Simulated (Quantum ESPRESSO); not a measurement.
Write the native input for Quantum ESPRESSO 7.5 that does the following.

```
Task                : single point
Functional          : PBE
Potentials or basis : SG15 PBE 1.2
Cutoff              : 762 eV
Density cutoff      : 3048 eV
k mesh              : 5 × 5 × 5
Occupations         : fermi-dirac, width 0.05 eV
Spin                : no spin polarisation
Mixing beta         : 0.5
Most SCF iterations : 120
SCF threshold       : 4e-10 Ry
```

Crystal: PbS (Galena).

```
CELL_PARAMETERS angstrom
0.00000 2.96575 2.96575
2.96575 0.00000 2.96575
2.96575 2.96575 0.00000
ATOMIC_POSITIONS crystal
Pb 0.00000 0.00000 0.00000
S 0.50000 0.50000 0.50000
```

These files were run (other wordings do the same):

pw.in

```
&CONTROL
  calculation = 'scf'
  prefix = 'pwscf'
  outdir = './tmp'
  pseudo_dir = './pseudo'
  tprnfor = .true.
  tstress = .true.
  disk_io = 'nowf'
/
&SYSTEM
  ibrav = 0
  nat = 2
  ntyp = 2
  ecutwfc = 56
  nbnd = 16
  occupations = 'smearing'
  smearing = 'fd'
  degauss = 0.00367493
/
&ELECTRONS
  conv_thr = 4d-10
  electron_maxstep = 120
  mixing_beta = 0.5
/
ATOMIC_SPECIES
Pb   207.2000 Pb_ONCV_PBE-1.2.upf
S     32.0600 S_ONCV_PBE-1.2.upf
CELL_PARAMETERS angstrom
   0.0000000000    2.9657500000    2.9657500000
   2.9657500000    0.0000000000    2.9657500000
   2.9657500000    2.9657500000    0.0000000000
ATOMIC_POSITIONS crystal
Pb     0.0000000000    0.0000000000    0.0000000000
S      0.5000000000    0.5000000000    0.5000000000
K_POINTS automatic
5 5 5 0 0 0
```

Potentials or basis: SG15 PBE 1.2.

Command:

```sh
$ OMP_NUM_THREADS=1 mpirun -n 2 pw.x -nk 2 -in pw.in > pw.out
```

Results of the run:

| Item | Value |
| --- | --- |
| Pressure | 2.0 GPa |

It took 5.1 s on 2 MPI ranks on Arm Neoverse V1 (shared host), peak memory 0.12 GiB a rank.
